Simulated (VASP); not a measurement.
Input of a VASP 6.6.1 run:

The input INCAR:

```
SYSTEM = Zr
PREC     = Accurate       ! precision mode
ENCUT    = 600            ! plane-wave cutoff, eV
EDIFF    = 1E-7           ! SCF threshold, eV
ISMEAR   = 0              ! smearing method
SIGMA    = 0.1            ! smearing width, eV
LREAL    = .False.        ! projectors in reciprocal space
LASPH    = .True.         ! aspherical terms in the spheres
NELM     = 100            ! most SCF steps
ALGO     = Normal         ! electronic algorithm
ISIF     = 3              ! what is computed and relaxed
LWAVE    = .False.        ! write WAVECAR
LCHARG   = .False.        ! write CHGCAR
GGA      = PS             ! functional
IBRION   = 2              ! ionic algorithm
NSW      = 90             ! ionic steps
EDIFFG   = -0.005         ! ionic threshold
```

File KPOINTS:

```
regular mesh
0
Gamma
  16 16 16
  0 0 0
```

POSCAR

```
Zr
1.0
   -1.7908472700      1.7908472700      1.7908472700
    1.7908472700     -1.7908472700      1.7908472700
    1.7908472700      1.7908472700     -1.7908472700
Zr
1
Direct
    0.0000000000      0.0000000000      0.0000000000
```

Potentials or basis: VASP PAW PBE potentials, release 64 (Zr_sv).

Command:

```console
$ cat potpaw_PBE.64/Zr_sv/POTCAR > POTCAR
$ mpirun -np 1 vasp_std > vasp.out
```

Problem. Estimate the relaxed volume.

Solution. 21.86 Å³/atom.

Problem. Predict the band gap on the k mesh.

Solution. None (metal or under the smearing width).

Step by step:
```tsv
step	energy change (eV)	largest force (eV/Å)	pressure (GPa)	volume (Å³)
1	0.0000	0.0000	-4.32	22.97
2	-0.0050	0.0000	4.01	20.97
3	-0.0157	0.0000	-0.01	21.86
```

Caveat: the PAW data sets were made with another functional, which shifts forces and pressure a little.
